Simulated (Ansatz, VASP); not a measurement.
One calculation of BP, two programs

File INCAR:

```
PREC = Accurate ; ENCUT = 520
EDIFF = 1E-7 ; ISMEAR = 0
SIGMA = 0.02 ; LREAL = F
LASPH = T ; NELM = 60
ALGO = Normal ; ISIF = 2
LWAVE = F ; LCHARG = F
GGA = PS ; NBANDS = 11
```

Contents of KPOINTS:

```
regular mesh
0
Gamma
  10 10 10
```

POSCAR

```
BP
1.0
    0.0000000000      2.2388713781      2.2388713781
    2.2388713781      0.0000000000      2.2388713781
    2.2388713781      2.2388713781      0.0000000000
B P
1 1
Direct
    0.0000000000      0.0000000000      0.0000000000
    0.2500000000      0.2500000000      0.2500000000
```

Input for Ansatz:

```yaml
crystal:
  lattice:
    - [0.0, 2.2388713781, 2.2388713781]
    - [2.2388713781, 0.0, 2.2388713781]
    - [2.2388713781, 2.2388713781, 0.0]
  atoms:
    - { symbol: B, position: [0.0, 0.0, 0.0] }
    - { symbol: P, position: [0.25, 0.25, 0.25] }
basis:
  ecutwfc: 420
kpoints:
  mp_grid: { grid: [10, 10, 10] }
  band_path: { path: [VBM, CBM], npoints: 2 }
hamiltonian:
  xc: pbesol
scf:
  occupations: { method: gaussian, width: 0.02 }
output:
  forces: true
  stress: true
  eigenvalues: true
checkpoint:
  read: start.run
  write: ck
  compress: false
  write_wavefunctions: false
  write_every: 100000
```

Alike in both runs: task single point; functional PBEsol; k mesh 10 × 10 × 10; occupations gaussian, width 0.02 eV; no spin polarisation.

|  | VASP | Ansatz |
| --- | --- | --- |
| version | VASP 6.6.1 | Ansatz 0.2.0 |
| potentials or method | VASP PAW PBE potentials, release 64 (B, P) | scalar-relativistic, plane waves, PAW |
| plane-wave cutoff (eV) | 520 | 420 |
| valence electrons in the cell | 8 | 8 |

```tsv
	VASP	Ansatz	Ansatz less VASP
gap on the k mesh at the Fermi level (eV)	1.08	1.08	+0.003
least direct gap on the mesh (eV)	3.42	3.42	+0.006
pressure (GPa)	5.2	5.1	-0.10
```

Caveats: the PAW data sets were made with another functional, which shifts forces and pressure a little (VASP). As with any semilocal functional, this PBEsol gap is likely too small. A k mesh can miss the band edges.
